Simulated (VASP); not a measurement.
# Te2Mo (P6_3/mmc) in VASP: further runs

The runs below take Te2Mo through relaxation of cell and atoms, with revPBE, revPBE+D2, revPBE+D3.

Program: VASP 6.6.1. These are calculated values, not measurements. Logs are shortened: lines on timing, memory, paths and dates and some standing lists are left out, and cuts for length are marked.

## Step 1: The structure

The structure is hexagonal, space group P6_3/mmc (No. 194). Conventional cell: a = 3.518 Å, b = 3.518 Å, c = 13.974 Å, α = 90.00°, β = 90.00°, γ = 120.00°. Around Te (site symmetry 3m) lie 3 Mo at 2.72 Å. Around Mo (site symmetry -6m2) lie 6 Te at 2.72 Å.

## Step 2: Relaxation of cell and atoms, revPBE

File INCAR:

```
PREC = Accurate
ENCUT = 600
EDIFF = 1E-6
ISMEAR = -1
SIGMA = 0.05
LREAL = F
LASPH = T
NELM = 80
ALGO = Fast
ISIF = 3
LWAVE = F
LCHARG = F
GGA = RE
IBRION = 2
NSW = 60
EDIFFG = -0.01
```

File KPOINTS:

```
regular mesh
0
Gamma
  7 7 2
```

File POSCAR:

```
Te2Mo
1.0
    3.5182000000      0.0000000000      0.0000000000
   -1.7591000000      3.0468505756      0.0000000000
    0.0000000000      0.0000000000     13.9736000000
Te Mo
4 2
Direct
    0.6666666667      0.3333333333      0.3790000000
    0.3333333333      0.6666666667      0.8790000000
    0.6666666667      0.3333333333      0.1210000000
    0.3333333333      0.6666666667      0.6210000000
    0.6666666667      0.3333333333      0.7500000000
    0.3333333333      0.6666666667      0.2500000000
```

Potentials or basis: VASP PAW PBE potentials, release 64 (Te, Mo_sv).

The run is started by

```sh
$ cat potpaw_PBE.64/Te/POTCAR potpaw_PBE.64/Mo_sv/POTCAR > POTCAR
$ mpirun -np 1 vasp_std > vasp.out
```

OUTCAR:

```text
PREC = Accurate
   ENCUT = 600
   EDIFF = 1E-6
   ISMEAR = -1
   LREAL = F
   LASPH = T
   NELM = 80
   ISIF = 3
   GGA = RE
   IBRION = 2
   NSW = 60
   EDIFFG = -0.01

 ion  position               nearest neighbor table
   1  0.667  0.333  0.379-   6 2.72   6 2.72   6 2.72   3 3.61
   2  0.333  0.667  0.879-   5 2.72   5 2.72   5 2.72   4 3.61
   3  0.667  0.333  0.121-   6 2.72   6 2.72   6 2.72   1 3.61
   4  0.333  0.667  0.621-   5 2.72   5 2.72   5 2.72   2 3.61
   5  0.667  0.333  0.750-   2 2.72   4 2.72   2 2.72   4 2.72   2 2.72   4 2.72
   6  0.333  0.667  0.250-   1 2.72   3 2.72   1 2.72   3 2.72   1 2.72   3 2.72

  LATTYP: Found a hexagonal cell.
 ALAT       =     3.5182000000
 C/A-ratio  =     3.9718037633

  Lattice vectors:

 A1 = (   3.5182000000,   0.0000000000,   0.0000000000)
 A2 = (  -1.7591000000,   3.0468505756,   0.0000000000)
 A3 = (   0.0000000000,   0.0000000000,  13.9736000000)

Analysis of symmetry for initial positions (statically):
=====================================================================
 Subroutine PRICEL returns:
 Original cell was already a primitive cell.

 Routine SETGRP: Setting up the symmetry group for a
 hexagonal supercell.

 Subroutine GETGRP returns: Found 24 space group operations
 (whereof 12 operations were pure point group operations)
 out of a pool of 24 trial point group operations.

The static configuration has the point symmetry D_3d.
 The point group associated with its full space group is D_6h.

Analysis of symmetry for dynamics (positions and initial velocities):
=====================================================================
 Subroutine PRICEL returns:
 Original cell was already a primitive cell.

 Routine SETGRP: Setting up the symmetry group for a
 hexagonal supercell.

 Subroutine GETGRP returns: Found 24 space group operations
 (whereof 12 operations were pure point group operations)
 out of a pool of 24 trial point group operations.

The dynamic configuration has the point symmetry D_3d.
 The point group associated with its full space group is D_6h.

 Subroutine INISYM returns: Found 24 space group operations
 (whereof 12 operations are pure point group operations),
 and found     1 'primitive' translations

----------------------------------------------------------------------------------------

                                     Primitive cell

  volume of cell :     149.7890

  direct lattice vectors                    reciprocal lattice vectors
     3.518200000  0.000000000  0.000000000     0.284236257  0.164103880  0.000000000
    -1.759100000  3.046850576  0.000000000     0.000000000  0.328207759  0.000000000
     0.000000000  0.000000000 13.973600000     0.000000000  0.000000000  0.071563520

  length of vectors
     3.518200000  3.518200000 13.973600000     0.328207759  0.328207759  0.071563520

  position of ions in fractional coordinates (direct lattice)
     0.666666667  0.333333333  0.379000000
     0.333333333  0.666666667  0.879000000
     0.666666667  0.333333333  0.121000000
     0.333333333  0.666666667  0.621000000
     0.666666667  0.333333333  0.750000000
     0.333333333  0.666666667  0.250000000

  ion indices of the primitive-cell ions
   primitive index   ion index
                 1           1
                 2           2
                 3           3
                 4           4
                 5           5
                 6           6

----------------------------------------------------------------------------------------

 KPOINTS: regular mesh

Automatic generation of k-mesh.
 Grid dimensions read from file:
 generate k-points for:    7    7    2

 Generating k-lattice:

  Cartesian coordinates                     Fractional coordinates (reciprocal lattice)
     0.040605180  0.023443411  0.000000000     0.142857143  0.000000000  0.000000000
     0.000000000  0.046886823  0.000000000     0.000000000  0.142857143  0.000000000
     0.000000000  0.000000000  0.035781760     0.000000000  0.000000000  0.500000000

  Length of vectors
     0.046886823  0.046886823  0.035781760

  Shift w.r.t. Gamma in fractional coordinates (k-lattice)
     0.000000000  0.000000000  0.000000000

 Subroutine IBZKPT returns following result:
 ===========================================

 Found     16 irreducible k-points:

 Following reciprocal coordinates:
            Coordinates               Weight
  0.000000  0.000000  0.000000      1.000000
  0.142857 -0.000000  0.000000      6.000000
  0.285714  0.000000  0.000000      6.000000
  0.428571  0.000000  0.000000      6.000000
  0.142857  0.142857  0.000000      6.000000
  0.285714  0.142857  0.000000     12.000000
[... 8 lines left out ...]
  0.428571  0.142857  0.500000      6.000000
  0.285714  0.285714  0.500000      6.000000
   k-points           NKPTS =     16   k-points in BZ     NKDIM =     16   number of bands    NBANDS=     31
   number of dos      NEDOS =    301   number of ions     NIONS =      6
   total plane-waves  NPLWV =  87808
   dimension x,y,z NGX =    28 NGY =   28 NGZ =  112
   dimension x,y,z NGXF=    56 NGYF=   56 NGZF=  224
   ions per type =               4   2
   NGX,Y,Z   is equivalent  to a cutoff of  13.23, 13.23, 13.32 a.u.
   NGXF,Y,Z  is equivalent  to a cutoff of  26.46, 26.46, 26.65 a.u.
 SYSTEM =  unknown system
   PREC   = accura    normal or accurate (medium, high low for compatibility)
   ISTART =      0    job   : 0-new  1-cont  2-samecut
   ICHARG =      2    charge: 1-file 2-atom 10-const
   ISPIN  =      1    spin polarized calculation?
   LNONCOLLINEAR =      F non collinear calculations
   LSORBIT =      F    spin-orbit coupling
   LASPH  =      T    aspherical Exc in radial PAW
   ENCUT  =  600.0 eV  44.10 Ry    6.64 a.u.   7.03  7.03 27.91*2*pi/ulx,y,z
   NELM   =     80;   NELMIN=  2; NELMDL= -5     # of ELM steps
   EDIFF  = 0.1E-05   stopping-criterion for ELM
   LREAL  =      F    real-space projection
   EDIFFG = -.1E-01   stopping-criterion for IOM
   NSW    =     60    number of steps for IOM
   IBRION =      2    ionic relax: 0-MD 1-quasi-New 2-CG
   NFREE  =      1    steps in history (QN), initial steepest desc. (CG)
   ISIF   =      3    stress and relaxation
   ISYM   =      2    0-nonsym 1-usesym 2-fastsym
   POTIM  = 0.5000    time-step for ionic-motion
   TEBEG  =    0.0;   TEEND  =   0.0 temperature during run
   PSTRESS=    0.0 pullay stress
   NELECT =      52.0000    total number of electrons
   NUPDOWN=      -1.0000    fix difference up-down
   EMIN   =  10.00;   EMAX   =-10.00  energy-range for DOS
   EFERMI =   0.00;   METHOD = LEGACY
   ISMEAR =    -1;   SIGMA  =   0.05  broadening in eV -4-tet -1-fermi 0-gaus
   EFERMI_NEDOS =   21; number of points for ismear=-14 and -15
   IALGO  =     68    algorithm
   IMIX   =      4    mixing-type and parameters
     AMIX     =   0.40;   BMIX     =  1.00
     AMIX_MAG =   1.60;   BMIX_MAG =  1.00
  volume/ion in A,a.u.               =      24.96       168.47
  Fermi-wavevector in a.u.,A,eV,Ry     =   1.150578  2.174277 18.011787  1.323829
  Thomas-Fermi vector in A             =   2.287241
   LORBIT       =      0    0 simple, 1 ext, 2 COOP (PROOUT), +10 PAW based schemes
   GGA     = RE    functional components
   LHFCALC =     F    Hartree Fock is set to
   AEXX    =    0.0000 exact exchange contribution
   IVDW    =     0    specifies the selected vdW correction
   LEPSILON=     F    determine dielectric tensor
   LRPA    =     F    only Hartree local field effects (RPA)
 conjugate gradient relaxation of ions
 non-spin polarized calculation
 RMM-DIIS sequential band-by-band and
  energy-cutoff  :      600.00
  volume of cell :      149.79
 maximum number of plane-waves:      5032
   NGX = 15   NGY = 15   NGZ = 55

--------------------------------------- Ionic step        1  -------------------------------------------

 number of electron      52.0000001 magnetization

 Free energy of the ion-electron system (eV)
  ---------------------------------------------------
  ext. energy  EPLUGINS =         0.00000000
  ---------------------------------------------------
  free energy    TOTEN  =       -33.73302761 eV

  energy without entropy =      -33.73300828  energy(sigma->0) =      -33.73301794

------------------------ aborting loop because EDIFF is reached ----------------------------------------

  FORCE on cell =-STRESS in cart. coord.  units (eV):
  Direction    XX          YY          ZZ          XY          YZ          ZX
  --------------------------------------------------------------------------------------
  -------------------------------------------------------------------------------------
  Total        3.7447875      3.7447875      4.5701865     -0.0000000      0.0000000      0.0000000
  in kB       40.0550962     40.0550962     48.8837503     -0.0000000      0.0000000      0.0000000
  external PRESSURE =      42.9979809 kB  Pullay stress =       0.0000000 kB
[... 101 lines left out ...]
  FREE ENERGIE OF THE ION-ELECTRON SYSTEM (eV)
  ---------------------------------------------------
  free  energy   TOTEN  =       -33.8106470409 eV

  energy  without entropy=      -33.8106294307  energy(sigma->0) =      -33.81063824

 E-fermi :   7.8075     XC(G=0): -10.0284

 val. band max:        7.4436468594   @ k =   0.0000   0.0000   0.0000
 cond. band min:       8.2962063749   @ k =   0.2857   0.1429   0.0000
 fundamental gap:      0.8525595155
 Fermi energy:         7.8075343067

 k-point     1 :       0.0000    0.0000    0.0000
  band No.  band energies     occupation
      1     -53.4970      2.00000
      2     -53.4970      2.00000
      3     -27.6123      2.00000
      4     -27.6122      2.00000
      5     -27.5514      2.00000
      6     -27.5514      2.00000
[... 533 lines left out ...]
     30       9.1067      0.00000
     31       9.4166      0.00000

 E-fermi :   5.1377     XC(G=0):  -8.1729

 val. band max:        4.4484041183   @ k =   0.2857   0.2857   0.0000
 cond. band min:       5.8446297735   @ k =   0.2857   0.1429   0.0000
 fundamental gap:      1.3962256551
 Fermi energy:         5.1377324171

 k-point     1 :       0.0000    0.0000    0.0000
  band No.  band energies     occupation
      1     -56.1373      2.00000
      2     -56.1373      2.00000
      3     -30.2958      2.00000
      4     -30.2953      2.00000
      5     -30.1688      2.00000
      6     -30.1688      2.00000
[... 533 lines left out ...]
     30       6.4527      0.00000
     31       6.7790      0.00000

[... ionic steps 4 to 18 ...]

--------------------------------------- Ionic step       19  -------------------------------------------

 number of electron      52.0000000 magnetization

------------------------ aborting loop because EDIFF is reached ----------------------------------------
[... 75 lines left out ...]
--------------------------------------- Ionic step       21  -------------------------------------------

 number of electron      52.0000001 magnetization

 Free energy of the ion-electron system (eV)
  ---------------------------------------------------
  ext. energy  EPLUGINS =         0.00000000
  ---------------------------------------------------
  free energy    TOTEN  =       -34.00431907 eV

  energy without entropy =      -34.00431784  energy(sigma->0) =      -34.00431846

 E-fermi :   5.3596     XC(G=0):  -8.4076

 val. band max:        4.6886801423   @ k =   0.2857   0.2857   0.0000
 cond. band min:       6.0266997416   @ k =   0.2857   0.2857   0.0000
 fundamental gap:      1.3380195993
 Fermi energy:         5.3596019444

 k-point     1 :       0.0000    0.0000    0.0000
  band No.  band energies     occupation
      1     -55.8985      2.00000
      2     -55.8984      2.00000
      3     -30.0299      2.00000
      4     -30.0296      2.00000
      5     -29.9457      2.00000
      6     -29.9457      2.00000
[... 566 lines left out ...]
  FREE ENERGIE OF THE ION-ELECTRON SYSTEM (eV)
  ---------------------------------------------------
  free  energy   TOTEN  =       -34.0043190746 eV

  energy  without entropy=      -34.0043178357  energy(sigma->0) =      -34.00431846

 reached required accuracy - stopping structural energy minimisation
```

Run time: 16 min. Hardware: 1 thread of Intel Xeon 6975P-C (Granite Rapids), shared host; peak memory 0.37 GiB.

What came out:

| Property | Result |
| --- | --- |
| Free energy | -34.0043 eV |
| Relaxed volume | 33.40 Å³/atom |
| Relaxed cell | a = 3.579 Å, b = 3.579 Å, c = 18.065 Å, α = 90.00°, β = 90.00°, γ = 120.00° |
| Space group after relaxing (to 0.05 Å) | P6_3/mmc (No. 194) |
| Energy gained by relaxing | 45.2 meV/atom |
| Ionic steps | 21 |
| Pressure after relaxing | 0.0 GPa |
| Largest force after relaxing | 0.005 eV/Å |
| Band gap on the k mesh | 1.34 eV, direct |

Forces on the atoms (eV/Å):
```
Te   0.000  0.000 -0.005
Te   0.000  0.000 -0.005
Te   0.000  0.000  0.005
Te   0.000  0.000  0.005
Mo   0.000  0.000  0.000
Mo   0.000  0.000  0.000
```

Step by step:
```csv
step,energy change (eV),largest force (eV/Å),pressure (GPa),volume (Å³)
1,0.0000,0.2420,4.30,149.79
2,0.0820,1.1001,-4.63,164.79
3,-0.0776,0.3580,0.19,155.69
4,-0.0970,0.2616,0.04,157.25
5,-0.1096,0.0981,-0.03,159.87
6,-0.1268,0.0849,-0.04,160.97
7,-0.1668,0.0403,0.13,164.23
8,-0.2112,0.0780,0.92,170.59
9,-0.1830,0.5490,3.45,182.72
10,-0.1870,0.5297,3.34,183.24
11,-0.1979,0.4731,3.07,184.78
12,-0.2155,0.3666,2.57,187.88
13,-0.2364,0.1750,1.76,194.08
14,-0.2389,0.1208,0.50,206.53
15,-0.2426,0.0144,1.04,201.25
16,-0.2476,0.0118,0.94,201.18
17,-0.2599,0.0014,0.63,200.97
18,-0.2711,0.0102,0.04,200.48
19,-0.2713,0.0115,-0.04,200.40
20,-0.2713,0.0122,-0.02,200.42
21,-0.2713,0.0053,0.00,200.38
```

Final structure:
```cif
data_structure
_symmetry_space_group_name_H-M 'P 1'
_symmetry_Int_Tables_number 1
_cell_length_a 3.5788
_cell_length_b 3.5788
_cell_length_c 18.0654
_cell_angle_alpha 90.000
_cell_angle_beta 90.000
_cell_angle_gamma 120.000
_cell_volume 200.38
loop_
_atom_site_label
_atom_site_type_symbol
_atom_site_fract_x
_atom_site_fract_y
_atom_site_fract_z
_atom_site_occupancy
Te1 Te 0.66667 0.33333 0.35013 1
Te2 Te 0.33333 0.66667 0.85013 1
Te3 Te 0.66667 0.33333 0.14986 1
Te4 Te 0.33333 0.66667 0.64987 1
Mo1 Mo 0.66667 0.33333 0.75000 1
Mo2 Mo 0.33333 0.66667 0.25000 1
```

Levels at points of the mesh, in eV from the valence-band top:
```csv
k point,band 24,band 25,band 26,band 27,band 28,band 29
"(0.00, 0.00, 0.00)",-0.75,-0.35,-0.17,3.10,3.10,3.10
"(0.00, 0.00, 0.50)",-0.75,-0.25,-0.25,3.10,3.10,3.10
```

Caveat: the volume moved by over 15 % at a fixed basis, so the end points are rough; the PAW data sets were made with another functional, which shifts forces and pressure a little; spin-orbit coupling is left out, which moves the levels of the heavy elements; an odd mesh through Γ misses points on the zone boundary, where band edges often lie; this functional lacks dispersion, which binds the layers, so the pressure and a relaxed spacing across them are unreliable, and here the layers came unbound.

(Part 1 of 2 ends here.)
